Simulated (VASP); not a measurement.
# InAs (F-43m) in VASP: a series of runs

Runs on InAs. Level: PBE. Tasks: relaxation of cell and atoms, single point.

Program: VASP 6.6.1. These are calculated values, not measurements. Logs are shortened: lines on timing, memory, paths and dates and some standing lists are left out, and cuts for length are marked.

**The experiment to reproduce.**

A printed reference work, data compilation reports, for a bulk crystal of InAs at 4.2 K: band gap 0.418 eV (direct).

How close the calculation comes is told below.

### 1 The cell of the first run

It takes space group F-43m (No. 216, cubic). The conventional cell has a = 6.188 Å, b = 6.188 Å, c = 6.188 Å, α = 90.00°, β = 90.00°, γ = 90.00°. Within 3.5 Å of In (site symmetry -43m) lie 4 As at 2.68 Å. As (site symmetry -43m) has 4 In at 2.68 Å within 3.5 Å.

### 2 Relaxation of cell and atoms, PBE, target pressure 3 GPa, at which the enthalpy is minimised

File INCAR:

```
PREC = Accurate
ENCUT = 600
EDIFF = 1E-6
ISMEAR = -1
SIGMA = 0.15
LREAL = F
LASPH = T
NELM = 100
ALGO = Normal
ISIF = 3
LWAVE = F
LCHARG = F
GGA = PE
IBRION = 2
NSW = 80
EDIFFG = -0.001
PSTRESS = 30.0
```

File KPOINTS:

```
Automatic mesh
0
Gamma
  12 12 12
```

File POSCAR:

```
InAs
1.0
    0.0000000000      3.0937808094      3.0937808094
    3.0937808094      0.0000000000      3.0937808094
    3.0937808094      3.0937808094      0.0000000000
In As
1 1
Direct
    0.0000000000      0.0000000000      0.0000000000
    0.7500000000      0.7500000000      0.7500000000
```

Potentials or basis: VASP PAW PBE potentials, release 64 (In_d, As).

Launch:

```console
$ cat potpaw_PBE.64/In_d/POTCAR potpaw_PBE.64/As/POTCAR > POTCAR
$ mpirun -np 1 vasp_std > vasp.out
```

OUTCAR:

```text
PREC = Accurate
   ENCUT = 600
   EDIFF = 1E-6
   ISMEAR = -1
   LREAL = F
   LASPH = T
   NELM = 100
   ISIF = 3
   GGA = PE
   IBRION = 2
   NSW = 80
   EDIFFG = -0.001
   PSTRESS = 30.0

 ion  position               nearest neighbor table
   1  0.000  0.000  0.000-   2 2.68   2 2.68   2 2.68   2 2.68
   2  0.750  0.750  0.750-   1 2.68   1 2.68   1 2.68   1 2.68

  LATTYP: Found a face centered cubic cell.
 ALAT       =     6.1875616188

  Lattice vectors:

 A1 = (   0.0000000000,   3.0937808094,   3.0937808094)
 A2 = (   3.0937808094,   0.0000000000,   3.0937808094)
 A3 = (   3.0937808094,   3.0937808094,   0.0000000000)

Analysis of symmetry for initial positions (statically):
=====================================================================
 Subroutine PRICEL returns:
 Original cell was already a primitive cell.

 Routine SETGRP: Setting up the symmetry group for a
 face centered cubic supercell.

 Subroutine GETGRP returns: Found 24 space group operations
 (whereof 24 operations were pure point group operations)
 out of a pool of 48 trial point group operations.

The static configuration has the point symmetry T_d .

Analysis of symmetry for dynamics (positions and initial velocities):
=====================================================================
 Subroutine PRICEL returns:
 Original cell was already a primitive cell.

 Routine SETGRP: Setting up the symmetry group for a
 face centered cubic supercell.

 Subroutine GETGRP returns: Found 24 space group operations
 (whereof 24 operations were pure point group operations)
 out of a pool of 48 trial point group operations.

The dynamic configuration has the point symmetry T_d .

 Subroutine INISYM returns: Found 24 space group operations
 (whereof 24 operations are pure point group operations),
 and found     1 'primitive' translations

----------------------------------------------------------------------------------------

                                     Primitive cell

  volume of cell :      59.2241

  direct lattice vectors                    reciprocal lattice vectors
     0.000000000  3.093780809  3.093780809    -0.161614552  0.161614552  0.161614552
     3.093780809  0.000000000  3.093780809     0.161614552 -0.161614552  0.161614552
     3.093780809  3.093780809  0.000000000     0.161614552  0.161614552 -0.161614552

  length of vectors
     4.375266780  4.375266780  4.375266780     0.279924616  0.279924616  0.279924616

  position of ions in fractional coordinates (direct lattice)
     0.000000000  0.000000000  0.000000000
     0.750000000  0.750000000  0.750000000

  ion indices of the primitive-cell ions
   primitive index   ion index
                 1           1
                 2           2

----------------------------------------------------------------------------------------

 KPOINTS: Automatic mesh

Automatic generation of k-mesh.
 Grid dimensions read from file:
 generate k-points for:   12   12   12

 Generating k-lattice:

  Cartesian coordinates                     Fractional coordinates (reciprocal lattice)
    -0.013467879  0.013467879  0.013467879     0.083333333  0.000000000  0.000000000
     0.013467879 -0.013467879  0.013467879     0.000000000  0.083333333  0.000000000
     0.013467879  0.013467879 -0.013467879     0.000000000  0.000000000  0.083333333

  Length of vectors
     0.023327051  0.023327051  0.023327051

  Shift w.r.t. Gamma in fractional coordinates (k-lattice)
     0.000000000  0.000000000  0.000000000

 Subroutine IBZKPT returns following result:
 ===========================================

 Found     72 irreducible k-points:

 Following reciprocal coordinates:
            Coordinates               Weight
  0.000000  0.000000  0.000000      1.000000
  0.083333  0.000000  0.000000      8.000000
  0.166667  0.000000  0.000000      8.000000
  0.250000  0.000000  0.000000      8.000000
  0.333333  0.000000  0.000000      8.000000
  0.416667  0.000000  0.000000      8.000000
[... 16 lines left out ...]
  0.500000  0.166667  0.000000     24.000000
 -0.416667  0.166667  0.000000     24.000000
 [... further k-points ...]
   k-points           NKPTS =     72   k-points in BZ     NKDIM =     72   number of bands    NBANDS=     13
   number of dos      NEDOS =    301   number of ions     NIONS =      2
   total plane-waves  NPLWV =  46656
   dimension x,y,z NGX =    36 NGY =   36 NGZ =   36
   dimension x,y,z NGXF=    72 NGYF=   72 NGZF=   72
   ions per type =               1   1
   NGX,Y,Z   is equivalent  to a cutoff of  13.68, 13.68, 13.68 a.u.
   NGXF,Y,Z  is equivalent  to a cutoff of  27.36, 27.36, 27.36 a.u.
 SYSTEM =  unknown system
   PREC   = accura    normal or accurate (medium, high low for compatibility)
   ISTART =      0    job   : 0-new  1-cont  2-samecut
   ICHARG =      2    charge: 1-file 2-atom 10-const
   ISPIN  =      1    spin polarized calculation?
   LNONCOLLINEAR =      F non collinear calculations
   LSORBIT =      F    spin-orbit coupling
   LASPH  =      T    aspherical Exc in radial PAW
   ENCUT  =  600.0 eV  44.10 Ry    6.64 a.u.   8.74  8.74  8.74*2*pi/ulx,y,z
   NELM   =    100;   NELMIN=  2; NELMDL= -5     # of ELM steps
   EDIFF  = 0.1E-05   stopping-criterion for ELM
   LREAL  =      F    real-space projection
   EDIFFG = -.1E-02   stopping-criterion for IOM
   NSW    =     80    number of steps for IOM
   IBRION =      2    ionic relax: 0-MD 1-quasi-New 2-CG
   NFREE  =      1    steps in history (QN), initial steepest desc. (CG)
   ISIF   =      3    stress and relaxation
   ISYM   =      2    0-nonsym 1-usesym 2-fastsym
   POTIM  = 0.5000    time-step for ionic-motion
   TEBEG  =    0.0;   TEEND  =   0.0 temperature during run
   PSTRESS=   30.0 pullay stress
   NELECT =      18.0000    total number of electrons
   NUPDOWN=      -1.0000    fix difference up-down
   EMIN   =  10.00;   EMAX   =-10.00  energy-range for DOS
   EFERMI =   0.00;   METHOD = LEGACY
   ISMEAR =    -1;   SIGMA  =   0.15  broadening in eV -4-tet -1-fermi 0-gaus
   EFERMI_NEDOS =   21; number of points for ismear=-14 and -15
   IALGO  =     38    algorithm
   IMIX   =      4    mixing-type and parameters
     AMIX     =   0.40;   BMIX     =  1.00
     AMIX_MAG =   1.60;   BMIX_MAG =  1.00
  volume/ion in A,a.u.               =      29.61       199.83
  Fermi-wavevector in a.u.,A,eV,Ry     =   1.100693  2.080008 16.483793  1.211525
  Thomas-Fermi vector in A             =   2.237108
   LORBIT       =      0    0 simple, 1 ext, 2 COOP (PROOUT), +10 PAW based schemes
   GGA     = PE    functional components
   LHFCALC =     F    Hartree Fock is set to
   AEXX    =    0.0000 exact exchange contribution
   IVDW    =     0    specifies the selected vdW correction
   LEPSILON=     F    determine dielectric tensor
   LRPA    =     F    only Hartree local field effects (RPA)
 conjugate gradient relaxation of ions
 non-spin polarized calculation
  energy-cutoff  :      600.00
  volume of cell :       59.22
 maximum number of plane-waves:      1996
   NGX = 17   NGY = 17   NGZ = 17

--------------------------------------- Ionic step        1  -------------------------------------------

 number of electron      17.9999997 magnetization

 Free energy of the ion-electron system (eV)
  ---------------------------------------------------
  ext. energy  EPLUGINS =         0.00000000
  ---------------------------------------------------
  free energy    TOTEN  =        -7.72106030 eV

  energy without entropy =       -7.71655802  energy(sigma->0) =       -7.71880916

------------------------ aborting loop because EDIFF is reached ----------------------------------------

  FORCE on cell =-STRESS in cart. coord.  units (eV):
  Direction    XX          YY          ZZ          XY          YZ          ZX
  --------------------------------------------------------------------------------------
  -------------------------------------------------------------------------------------
  Total        0.0220763      0.0220763      0.0220763      0.0000000      0.0000000      0.0000000
  in kB        0.5972256      0.5972256      0.5972256      0.0000000      0.0000000      0.0000000
  external PRESSURE =     -29.4027744 kB  Pullay stress =      30.0000000 kB
[... 23 lines left out ...]
  enthalpy is  TOTEN    =        -6.6121171286 eV   P V=        1.1089431731

--------------------------------------- Ionic step        2  -------------------------------------------

 number of electron      18.0000003 magnetization

 E-fermi :   5.0318     XC(G=0):  -9.1404

 val. band max:        4.6166652840   @ k =   0.0000   0.0000   0.0000
 cond. band min:       5.4711019771   @ k =   0.0833   0.0000   0.0000
 fundamental gap:      0.8544366931
 Fermi energy:         5.0317813522

 k-point     1 :       0.0000    0.0000    0.0000
  band No.  band energies     occupation
      1      -9.7964      2.00000
      2      -9.7964      2.00000
      3      -9.7964      2.00000
      4      -9.6659      2.00000
      5      -9.6659      2.00000
      6      -7.3149      2.00000
      7       4.4770      1.95169
      8       4.6167      1.88178
      9       4.6167      1.88178
     10       4.6167      1.88178
     11       8.5294      0.00000
     12       8.5294      0.00000
     13       8.5294      0.00000
[... 593 lines left out ...]
  enthalpy is  TOTEN    =        -6.6417691645 eV   P V=        1.0515611212

--------------------------------------- Ionic step        8  -------------------------------------------

 number of electron      18.0000004 magnetization

 Free energy of the ion-electron system (eV)
  ---------------------------------------------------
  ext. energy  EPLUGINS =         0.00000000
  ---------------------------------------------------
  free energy    TOTEN  =        -7.69323311 eV

  energy without entropy =       -7.69017263  energy(sigma->0) =       -7.69170287

 E-fermi :   4.7453     XC(G=0):  -9.0245

 val. band max:        4.3487645706   @ k =   0.0000   0.0000   0.0000
 cond. band min:       5.1212579873   @ k =   0.0833   0.0000   0.0000
 fundamental gap:      0.7724934167
 Fermi energy:         4.7452781593

 k-point     1 :       0.0000    0.0000    0.0000
  band No.  band energies     occupation
      1     -10.0100      2.00000
      2     -10.0100      2.00000
      3     -10.0100      2.00000
      4      -9.8905      2.00000
      5      -9.8905      2.00000
      6      -7.4120      2.00000
      7       4.0733      1.97758
      8       4.3488      1.86721
      9       4.3488      1.86721
     10       4.3488      1.86721
     11       8.2502      0.00000
     12       8.2502      0.00000
     13       8.2502      0.00000
[... 397 lines left out ...]
  FREE ENERGIE OF THE ION-ELECTRON SYSTEM (eV)
  ---------------------------------------------------
  free  energy   TOTEN  =        -7.6932331103 eV

  energy  without entropy=       -7.6901726269  energy(sigma->0) =       -7.69170287

  enthalpy is  TOTEN    =        -6.6417688594 eV   P V=        1.0514642509

 reached required accuracy - stopping structural energy minimisation
```

Run time: 3.3 min. Hardware: 1 thread of Intel Xeon Platinum 8375C at 2.90GHz (Ice Lake), shared host; peak memory 0.27 GiB.

Results:

```
Free energy                                            : -7.6932 eV
Relaxed volume                                         : 28.08 Å³/atom
Relaxed cell                                           : a = 4.298 Å, b = 4.298 Å, c = 4.298 Å, α = 60.00°, β = 60.00°, γ = 60.00°
Space group after relaxing (to 0.05 Å)                 : F-43m (No. 216)
Energy change on relaxing (the enthalpy is what falls) : +13.9 meV/atom
Ionic steps                                            : 8
Pressure after relaxing                                : 3.0 GPa
Band gap on the k mesh                                 : zero (filled and empty bands touch)
```

The path:
```tsv
step	energy change (eV)	largest force (eV/Å)	pressure (GPa)	volume (Å³)
1	0.0000	0.0000	0.06	59.22
2	0.0631	0.0000	4.75	54.69
3	0.0279	0.0000	2.99	56.15
4	0.0290	0.0000	3.08	56.09
5	0.0270	0.0000	2.95	56.20
6	0.0279	0.0000	3.01	56.15
7	0.0277	0.0000	2.99	56.16
8	0.0278	0.0000	3.00	56.15
```

Final structure:
```
In As
1.0
     0.00000    3.03938    3.03938
     3.03938    0.00000    3.03938
     3.03938    3.03938    0.00000
In As
1 1
Direct
  0.00000 0.00000 0.00000
  0.75000 0.75000 0.75000
```

Levels at points of the mesh, in eV from the Fermi level:
| k point | band 5 | band 6 | band 7 | band 8 | band 9 | band 10 | band 11 | band 12 | band 13 |
| --- | --- | --- | --- | --- | --- | --- | --- | --- | --- |
| (0.00, 0.00, 0.00) | -14.64 | -12.16 | -0.67 | -0.40 | -0.40 | -0.40 | 3.50 | 3.50 | 3.50 |
| (0.50, 0.00, 0.00) | -14.63 | -10.74 | -6.08 | -1.36 | -1.36 | 0.53 | 4.27 | 4.27 | 6.44 |
| (0.50, 0.50, 0.00) | -14.61 | -10.21 | -6.17 | -2.67 | -2.67 | 1.18 | 1.66 | 8.69 | 8.77 |

Caveat: the cell is relaxed towards a set pressure, so the enthalpy falls and the energy may rise; spin-orbit coupling is left out, which moves the levels of the heavy elements.

### 3 Single point, PBE

This run uses another cell than the first one, of the same volume but with other edges.

File INCAR:

```
SYSTEM = InAs
PREC     = Accurate       ! precision mode
ENCUT    = 520            ! plane-wave cutoff, eV
EDIFF    = 1E-6           ! SCF threshold, eV
ISMEAR   = 0              ! smearing method
SIGMA    = 0.1            ! smearing width, eV
LREAL    = .FALSE.        ! projectors in reciprocal space
LASPH    = .TRUE.         ! aspherical terms in the spheres
NELM     = 80             ! most SCF steps
ALGO     = Normal         ! electronic algorithm
ISIF     = 2              ! what is computed and relaxed
LWAVE    = .FALSE.        ! write WAVECAR
LCHARG   = .FALSE.        ! write CHGCAR
GGA      = PE             ! functional
NBANDS   = 16             ! bands
ISYM     = 0
```

File KPOINTS:

```
Automatic mesh
0
G
  8 6 16
  0 0 0
```

File POSCAR:

```
InAs
1.0
    4.3746994688      0.0000000000      0.0000000000
    0.0000000000      6.1867593201      0.0000000000
    2.1873497344     -3.0933796600      2.1873497344
In As
1 1
Direct
    0.0000000000      0.0000000000      0.0000000000
    0.5000000000      0.7500000000      0.0000000000
```

Potentials or basis: VASP PAW PBE potentials, release 64 (In_d, As).

Launch:

```console
$ cat potpaw_PBE.64/In_d/POTCAR potpaw_PBE.64/As/POTCAR > POTCAR
$ mpirun -np 1 vasp_std > vasp.out
```

Wall time 5.5 min (1 thread of Intel Xeon Platinum 8259CL at 2.50GHz (Skylake/Cascade Lake), shared host); peak memory 0.54 GiB.

Results (log left out):

```yaml
Free_energy: -7.7193 eV
Pressure: 0.0 GPa
Band_gap_on_the_k_mesh: zero (filled and empty bands touch)
```

Levels at points of the mesh, in eV from the Fermi level:
| k point | band 6 | band 7 | band 8 | band 9 | band 10 | band 11 | band 12 | band 13 |
| --- | --- | --- | --- | --- | --- | --- | --- | --- |
| (0.00, 0.00, 0.00) | -11.49 | -0.60 | -0.05 | -0.05 | -0.05 | 3.82 | 3.82 | 3.82 |
| (0.50, 0.00, 0.00) | -9.76 | -5.61 | -2.15 | -2.15 | 1.60 | 1.99 | 8.70 | 8.75 |
| (0.00, 0.50, 0.00) | -10.23 | -5.48 | -0.94 | -0.94 | 0.76 | 4.58 | 4.58 | 6.70 |
| (0.50, 0.50, 0.00) | -10.23 | -5.48 | -0.94 | -0.94 | 0.76 | 4.58 | 4.58 | 6.70 |
| (0.00, 0.00, 0.50) | -9.76 | -5.61 | -2.15 | -2.15 | 1.60 | 1.99 | 8.70 | 8.75 |
| (0.50, 0.00, 0.50) | -9.76 | -5.61 | -2.15 | -2.15 | 1.60 | 1.99 | 8.70 | 8.75 |
| (0.00, 0.50, 0.50) | -10.23 | -5.48 | -0.94 | -0.94 | 0.76 | 4.58 | 4.58 | 6.70 |
| (0.50, 0.50, 0.50) | -10.23 | -5.48 | -0.94 | -0.94 | 0.76 | 4.58 | 4.58 | 6.70 |

Caveat: spin-orbit coupling is left out, which moves the levels of the heavy elements.

### 4 Against experiment

Step 3. Against the measured gap of InAs, 0.418 eV (direct; 4.2 K; a printed reference work, data compilation), the calculated 0.00 eV is off by -0.42 eV. Spin-orbit coupling on As, In is left out. The value is that of PBE on a finite k mesh, which can miss the band edges, without temperature or zero-point motion. Semilocal functionals fall short of measured gaps as a rule.
